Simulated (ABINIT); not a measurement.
# Pb (Fm-3m) in ABINIT: a series of runs, part 2 of 2

ABINIT 10.8.3 (patched build). Earlier steps stand in the parts before.

## 6. Single point, PBEsol (cell relaxed)

run.abi reads:

```
# Pseudopotentials
pp_dirpath "./"
pseudos "Pb.upf"

# Structure
acell 6.6169450706 6.6169450706 6.6169450706
rprim
     0.0000000000     0.7071067812     0.7071067812
     0.7071067812     0.0000000000     0.7071067812
     0.7071067812     0.7071067812     0.0000000000
ntypat 1
znucl 82
natom 1
typat 1
xred
     0.0000000000     0.0000000000     0.0000000000
chkprim 0
chksymtnons 0
tolsym 1.0e-6

# Plane-wave basis
ecut 28.0

# k points
kptopt 1
ngkpt 7 7 7
nshiftk 1
shiftk 0.0 0.0 0.0

# Exchange and correlation
ixc -116133

# Bands and occupations
nband 11
occopt 3
tsmear 0.05 eV

# SCF cycle
nstep 100
tolvrs 1.0e-10

# Output
iomode 3
prtwf 0
prtden 0
prteig 0
prtebands 0
enunit 1
```

Potentials or basis: PseudoDojo NC SR PBEsol v0.4.1 standard.

Started as:

```bash
$ abinit run.abi > log 2>&1
```

run.abo:

```text
.Version 10.8.3 of ABINIT
 Symmetries : space group Fm -3 m (#225); Bravais cF (face-center cubic)
================================================================================
 Values of the parameters that define the memory need of the present run
     intxc =       0    ionmov =       0      iscf =       7    lmnmax =       6
     lnmax =       6     mgfft =      32  mpssoang =       3    mqgrid =    3001
     natom =       1  nloc_mem =       1    nspden =       1   nspinor =       1
    nsppol =       1      nsym =      48    n1xccc =    2501    ntypat =       1
    occopt =       3   xclevel =       2
       mpw =        1464          nfft =       32768          nkpt =          20
================================================================================
================================================================================

--------------------------------------------------------------------------------
------------- Echo of variables that govern the present computation ------------
--------------------------------------------------------------------------------
 -outvars: echo values of preprocessed input variables --------
            acell      6.6169450706E+00  6.6169450706E+00  6.6169450706E+00 Bohr
              amu      2.07200000E+02
          chkprim           0
      chksymtnons           0
             ecut      2.80000000E+01 Hartree
           enunit           1
              ixc     -116133
         kptrlatt        7    0    0      0    7    0      0    0    7
          kptrlen      4.63186155E+01
            natom           1
            nband          11
            ngfft          32      32      32
             nkpt          20
            nstep         100
             nsym          48
           ntypat           1
           occopt           3
           prtden           0
        prtebands           0
           prteig           0
            prtwf           0
            rprim      0.0000000000E+00  7.0710678120E-01  7.0710678120E-01
                       7.0710678120E-01  0.0000000000E+00  7.0710678120E-01
                       7.0710678120E-01  7.0710678120E-01  0.0000000000E+00
          spgroup         225
           tolsym      1.00000000E-06
           tolvrs      1.00000000E-10
           tsmear      1.83746611E-03 Hartree
            typat      1
            znucl       82.00000

[... 86 lines left out ...]
 Atom  Sphere_radius  Integrated_density
    1        2.00000         10.09079728
================================================================================

 ----iterations are completed or convergence reached----

 Mean square residual over all n,k,spin=   45.550E-09; max=  69.139E-07
 reduced coordinates (array xred) for    1 atoms
       0.000000000000      0.000000000000      0.000000000000
 rms dE/dt=  0.0000E+00; max dE/dt=  0.0000E+00; dE/dt below (all hartree)
    1       0.000000000000      0.000000000000      0.000000000000

 cartesian coordinates (angstrom) at end:
    1      0.00000000000000     0.00000000000000     0.00000000000000

 cartesian forces (hartree/bohr) at end:
    1     -0.00000000000000    -0.00000000000000    -0.00000000000000
 frms,max,avg= 0.0000000E+00 0.0000000E+00   0.000E+00  0.000E+00  0.000E+00 h/b

 cartesian forces (eV/Angstrom) at end:
    1     -0.00000000000000    -0.00000000000000    -0.00000000000000
 frms,max,avg= 0.0000000E+00 0.0000000E+00   0.000E+00  0.000E+00  0.000E+00 e/A
 length scales=  6.616945070600  6.616945070600  6.616945070600 bohr
              =  3.501536534783  3.501536534783  3.501536534783 angstroms
 Fermi (or HOMO) energy (eV) =   5.25081   Average Vxc (eV)= -10.66798
 Eigenvalues (   eV  ) for nkpt=  20  k points:
 kpt#   1, nband= 11, wtk=  0.00292, kpt=  0.0000  0.0000  0.0000 (reduced coord)
 -11.67301  -11.67301  -11.67301  -11.53171  -11.53171   -6.42844   12.74531   12.74531
  12.74531   15.40072   16.60720
 prteigrs : prtvol=0 or 1, do not print more k-points.

--- !EnergyTerms
iteration_state     : {dtset: 1, }
comment             : Components of total free energy in Hartree
kinetic             :  3.44533235736877E+01
hartree             :  1.25865733023595E+01
xc                  : -1.98130931548583E+01
Ewald energy        : -4.80153195800089E+01
psp_core            :  3.02925837738688E+00
local_psp           : -3.82066401410395E+01
non_local_psp       : -1.43038983715159E+01
internal            : -7.02697959939886E+01
'-kT*entropy'       : -1.24136432223950E-04
total_energy        : -7.02699201304208E+01
total_energy_eV     : -1.91214193814312E+03
band_energy         : -4.22369673977251E+00
...

 Cartesian components of stress tensor (hartree/bohr^3)
  sigma(1 1)=  1.51745688E-07  sigma(3 2)=  0.00000000E+00
  sigma(2 2)=  1.51745688E-07  sigma(3 1)=  0.00000000E+00
  sigma(3 3)=  1.51745688E-07  sigma(2 1)=  0.00000000E+00

-Cartesian components of stress tensor (GPa)         [Pressure= -4.4645E-03 GPa]
- sigma(1 1)=  4.46451229E-03  sigma(3 2)=  0.00000000E+00
- sigma(2 2)=  4.46451229E-03  sigma(3 1)=  0.00000000E+00
- sigma(3 3)=  4.46451229E-03  sigma(2 1)=  0.00000000E+00

== END DATASET(S) ==============================================================
================================================================================

 -outvars: echo values of variables after computation  --------
            acell      6.6169450706E+00  6.6169450706E+00  6.6169450706E+00 Bohr
           etotal     -7.0269920130E+01
            fcart     -0.0000000000E+00 -0.0000000000E+00 -0.0000000000E+00
            rprim      0.0000000000E+00  7.0710678120E-01  7.0710678120E-01
                       7.0710678120E-01  0.0000000000E+00  7.0710678120E-01
                       7.0710678120E-01  7.0710678120E-01  0.0000000000E+00
           strten      1.5174568842E-07  1.5174568842E-07  1.5174568842E-07
                       0.0000000000E+00  0.0000000000E+00  0.0000000000E+00
 Calculation completed.
```

Run time: 7.9 s. Hardware: 1 thread of Arm Neoverse V1, shared host; peak memory 0.07 GiB.

What came out:

```yaml
Free_energy: -1912.1419 eV
Pressure: 0.0 GPa
Band_gap_on_the_k_mesh: none (metal or under the smearing width)
Valence_electrons_inside_the_program's_atomic_spheres: Pb 10.09 (radii [1.0584] Å)
```

Levels at points of the mesh, in eV from the Fermi level:
```tsv
k point	band 5	band 6	band 7	band 8	band 9	band 10
(0.00, 0.00, 0.00)	-16.78	-11.68	7.49	7.49	7.49	10.15
```

The run has no spin-orbit coupling, so splittings on Pb are missing.

## 7. The runs side by side

```tsv
task	level	potentials or basis	cell	cutoff (eV)	cell freedom (optcell)	optimiser (ionmov)	cutoff smearing ecutsm (Ha)	force stop (Ha/bohr)	gap on the mesh (eV)	pressure (GPa)
single point	PBE	PseudoDojo NC SR PBE v0.4.1 standard	as given	653	-	-	-	-	none	-
single point	LDA	PseudoDojo NC SR LDA v0.4.1 standard	as given	653	-	-	-	-	none	-
single point	PBEsol	PseudoDojo NC SR PBEsol v0.4.1 standard	as given	653	-	-	-	-	none	-0.7
relaxation of cell and atoms	PBEsol	PseudoDojo NC SR PBEsol v0.4.1 standard	relaxed	762	2	2	0.5	2e-05	none	0.0
single point	PBEsol	PseudoDojo NC SR PBEsol v0.4.1 standard	cell relaxed	762	-	-	-	-	none	0.0
```

Alike in all rows: no spin polarisation; k mesh 7 × 7 × 7; smearing fermi-dirac 0.05 eV.

Caveats: the cutoff is short for stress, so the pressure is rough (some runs).

Absolute energies hang on the potentials; compare differences alone.

## 8. How close it comes

Step 5. The cell as given is a measured one (30.32 Å³/atom); PBEsol puts the equilibrium volume +0.1 % from it, thermal expansion not counted.
